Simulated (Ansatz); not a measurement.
Take a crystal in which Cs has been replaced by Rb on all its sites, with the cell rescaled by a rough guess (in some cases also distorted within its space group) and nothing relaxed:

```yaml
crystal:
  lattice:
    - [-2.67071, 2.67071, 3.97900]
    - [2.67071, -2.67071, 3.97900]
    - [2.67071, 2.67071, -3.97900]
  atoms:
    - { symbol: Rb, position: [0.00000, 0.00000, 0.00000] }
```

The calculation used DFT PBE, scalar-relativistic, plane waves, PAW in Ansatz.

Settings: cutoff 420 eV, Γ-centred mesh 12×12×12 on the computed 1-atom cell, Gaussian smearing of 0.10 eV; no spin polarisation.

(1) What pressure does the cell carry?

(2) Is it a metal on this mesh?

Results:

(1) The pressure is -0.4 GPa (positive in compression), so the cell would contract.

(2) Yes, a band crosses the Fermi level.

This form isn't the element's structure at ambient conditions.